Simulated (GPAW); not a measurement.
Set up this calculation in GPAW 26.7.0, as an ASE script.

* Task: equation of state
* Functional: PBE
* Potentials or basis: SG15 ONCV 1.2
* Cutoff: 1100 eV
* Basis: pw
* k mesh: 7 × 7 × 7
* Occupations: fermi-dirac, width 0.05 eV
* Spin: no spin polarisation
* Maxiter: 150
* Eos scales: [0.94, 0.96, 0.98, 1.0, 1.02, 1.04, 1.06]

The structure of ZnSe (Stilleite) lies in ZnSe.cif:

```cif
data_ZnSe
_cell_length_a 5.66760000
_cell_length_b 5.66760000
_cell_length_c 5.66760000
_cell_angle_alpha 90.00000000
_cell_angle_beta 90.00000000
_cell_angle_gamma 90.00000000
_space_group_name_H-M_alt 'F-43m'
_space_group_name_Hall 'F -4 2 3'
_space_group_IT_number 216
loop_
_space_group_symop_operation_xyz
'x,y,z'
'y,-x,-z'
'-x,-y,z'
'-y,x,-z'
'x,-y,-z'
'y,x,z'
'-x,y,-z'
'-y,-x,z'
'z,x,y'
'-z,y,-x'
'z,-x,-y'
'-z,-y,x'
'-z,x,-y'
'z,y,x'
'-z,-x,y'
'z,-y,-x'
'y,z,x'
'-x,-z,y'
'-y,z,-x'
'x,-z,-y'
'-y,-z,x'
'x,z,y'
'y,-z,-x'
'-x,z,-y'
'x,y+1/2,z+1/2'
'y,-x+1/2,-z+1/2'
'-x,-y+1/2,z+1/2'
'-y,x+1/2,-z+1/2'
'x,-y+1/2,-z+1/2'
'y,x+1/2,z+1/2'
'-x,y+1/2,-z+1/2'
'-y,-x+1/2,z+1/2'
'z,x+1/2,y+1/2'
'-z,y+1/2,-x+1/2'
'z,-x+1/2,-y+1/2'
'-z,-y+1/2,x+1/2'
'-z,x+1/2,-y+1/2'
'z,y+1/2,x+1/2'
'-z,-x+1/2,y+1/2'
'z,-y+1/2,-x+1/2'
'y,z+1/2,x+1/2'
'-x,-z+1/2,y+1/2'
'-y,z+1/2,-x+1/2'
'x,-z+1/2,-y+1/2'
'-y,-z+1/2,x+1/2'
'x,z+1/2,y+1/2'
'y,-z+1/2,-x+1/2'
'-x,z+1/2,-y+1/2'
'x+1/2,y,z+1/2'
'y+1/2,-x,-z+1/2'
'-x+1/2,-y,z+1/2'
'-y+1/2,x,-z+1/2'
'x+1/2,-y,-z+1/2'
'y+1/2,x,z+1/2'
'-x+1/2,y,-z+1/2'
'-y+1/2,-x,z+1/2'
'z+1/2,x,y+1/2'
'-z+1/2,y,-x+1/2'
'z+1/2,-x,-y+1/2'
'-z+1/2,-y,x+1/2'
'-z+1/2,x,-y+1/2'
'z+1/2,y,x+1/2'
'-z+1/2,-x,y+1/2'
'z+1/2,-y,-x+1/2'
'y+1/2,z,x+1/2'
'-x+1/2,-z,y+1/2'
'-y+1/2,z,-x+1/2'
'x+1/2,-z,-y+1/2'
'-y+1/2,-z,x+1/2'
'x+1/2,z,y+1/2'
'y+1/2,-z,-x+1/2'
'-x+1/2,z,-y+1/2'
'x+1/2,y+1/2,z'
'y+1/2,-x+1/2,-z'
'-x+1/2,-y+1/2,z'
'-y+1/2,x+1/2,-z'
'x+1/2,-y+1/2,-z'
'y+1/2,x+1/2,z'
'-x+1/2,y+1/2,-z'
'-y+1/2,-x+1/2,z'
'z+1/2,x+1/2,y'
'-z+1/2,y+1/2,-x'
'z+1/2,-x+1/2,-y'
'-z+1/2,-y+1/2,x'
'-z+1/2,x+1/2,-y'
'z+1/2,y+1/2,x'
'-z+1/2,-x+1/2,y'
'z+1/2,-y+1/2,-x'
'y+1/2,z+1/2,x'
'-x+1/2,-z+1/2,y'
'-y+1/2,z+1/2,-x'
'x+1/2,-z+1/2,-y'
'-y+1/2,-z+1/2,x'
'x+1/2,z+1/2,y'
'y+1/2,-z+1/2,-x'
'-x+1/2,z+1/2,-y'
loop_
_atom_site_label
_atom_site_type_symbol
_atom_site_symmetry_multiplicity
_atom_site_Wyckoff_symbol
_atom_site_fract_x
_atom_site_fract_y
_atom_site_fract_z
_atom_site_occupancy
Se1 Se 4 c 0.2500000000 0.2500000000 0.2500000000 1
Zn1 Zn 4 a 0.0000000000 0.0000000000 0.0000000000 1
```

These files were run (other wordings do the same):

run.py

```python
import spglib
from ase import Atoms
from ase.eos import EquationOfState
from ase.io import Trajectory, read
from ase.units import GPa
from gpaw import GPAW, PW, setup_paths

setup_paths.insert(0, '.')

atoms = read('ZnSe.cif')
cell, positions, numbers = spglib.find_primitive(
    (atoms.cell[:], atoms.get_scaled_positions(), atoms.numbers), symprec=1e-4)
atoms = Atoms(numbers, cell=cell, scaled_positions=positions, pbc=True)

traj = Trajectory('eos.traj', 'w')
volumes, energies = [], []
for x in [0.94, 0.96, 0.98, 1.0, 1.02, 1.04, 1.06]:
    a = atoms.copy()
    a.set_cell(atoms.cell * x**(1 / 3), scale_atoms=True)
    calc = GPAW(mode=PW(1100),
                xc='PBE',
                kpts={'size': (7, 7, 7), 'gamma': True},
                occupations={'name': 'fermi-dirac', 'width': 0.05},
                setups='sg15',
                nbands=-9,
                convergence={'density': 1e-05, 'energy': 1e-05},
                maxiter=150,
                txt=f'eos-{x:.2f}.txt')
    a.calc = calc
    energies.append(a.get_potential_energy(force_consistent=True))
    volumes.append(a.get_volume())
    p = -a.get_stress()[:3].mean() / GPa
    calc.write(f'eos-{x:.2f}.gpw')
    traj.write(a)
    print(f'{x:.2f} {volumes[-1]:10.4f} A^3 {energies[-1]:14.6f} eV {p:9.3f} GPa', flush=True)

v0, e0, B = EquationOfState(volumes, energies, eos='birchmurnaghan').fit()
print(f'V0 = {v0:.4f} A^3, E0 = {e0:.6f} eV, B0 = {B / GPa:.2f} GPa')
```

Potentials or basis: SG15 ONCV 1.2, pw.

Launch:

```console
$ OMP_NUM_THREADS=1 python run.py
```

Results of the run:

| Quantity | Value |
| --- | --- |
| Equilibrium volume | 23.63 Å³/atom |
| Bulk modulus | 56 GPa |
| Pressure derivative of the bulk modulus | 4.7 |

It took 2.5 min on 1 thread of Arm Neoverse V2, with other jobs on the host, peak memory 0.29 GiB.
